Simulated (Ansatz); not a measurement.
## Structure search for SnGe4

All numbers below come from DFT PBE, scalar-relativistic, plane waves, PAW (Ansatz 0.2.0). All cells share a 420 eV cutoff and Γ-centred k meshes spaced at most about 0.3 Å⁻¹ (about 0.25 or finer for metals, 2π included). No spin polarisation.

Formation energies are uncorrected and refer to the elements' standard structures at the same level. The references include grey tin.

Temperature and zero-point effects are left out. Larger cells and other orderings weren't all tried, so the list isn't exhaustive.

Invented guesses were relaxed alike, and ends that match in structure were merged. ΔE counts from the first row. Coordination counts Ge atoms around Sn (those within 1.25 times the shortest such distance or 1.15 times the sum of covalent radii; a plus sign parts nearer from farther groups; the shortest distance is added where it is long for a bond). The ends were matched against large subsets of the Crystallography Open Database and the Materials Project, so a missing match doesn't prove that a structure is unreported.

| # | reached from | type and space group | atoms | Å³/atom | coordination | ΔE (meV/atom) | gap on mesh (eV) | in databases |
| --- | --- | --- | --- | --- | --- | --- | --- | --- |
| 1 | a relaxed cell, shaken at random and relaxed again | C2/m (No. 12) | 5 | 22.4 | Sn 6 | 0 | 0.00 | no match |
| 2 | Sn and Ge ordered on fcc sites | I4/m (No. 87) | 5 | 21.3 | Sn 12 from 3.1 Å | 74 | 0.00 | no match |
| 3 | Ge/Sn ordered on a cell of Sn, changed on relaxing | I4/mmm (No. 139) | 5 | 21.0 | Sn 8+2 from 3.2 Å | 94 | 0.00 | no match |
| 4 | Sn and Ge ordered on fcc sites | R-3m (No. 166) | 5 | 21.5 | Sn 6 from 3.2 Å | 119 | 0.00 | no match |

The lowest: Space group C2/m (No. 12), monoclinic, a = 7.223 Å, b = 3.829 Å, c = 8.299 Å, β = 102.5°. Sn is surrounded by 6 Ge at 2.96–3.03 Å; Ge on its first site has 3 Ge at 2.54–2.65 Å and 3 Sn at 2.96–3.03 Å; around Ge on its second site lie 5 Ge at 2.54–2.71 Å. Its energy over the elements is +0.18 eV/atom. A positive value: parting into the elements would lower its energy. An observed structure of this formula, if there is one, may be missing.

Space group C2/m (No. 12). a = 7.223 Å, b = 3.829 Å, c = 8.299 Å, α = 90.00°, β = 102.48°, γ = 90.00°
```
atom  site  symmetry       x       y       z
  Sn    2b       2/m  0.0000  0.5000  0.0000
  Ge    4i         m  0.6145  0.5000  0.7670
  Ge    4i         m  0.7676  0.0000  0.6179
```

The second: Space group I4/m (No. 87), tetragonal, a = 7.624 Å, c = 3.666 Å. Sn has 12 Ge at 3.14–3.31 Å and 2 Sn at 3.67 Å; Ge has 4 Ge at 2.83 Å, 3 Ge at 3.03–3.04 Å and 3 Sn at 3.14–3.31 Å. Counting Ge atoms around Sn, the first has Sn 6 and the second has Sn 12 from 3.1 Å. Shaken at random and relaxed again, row 3 falls into row 1, 94 meV/atom lower, so it is a saddle point or a shallow minimum. Cells without such a test can be saddle points. Some candidate types were left out of the draw beforehand, so a known form may be missing.
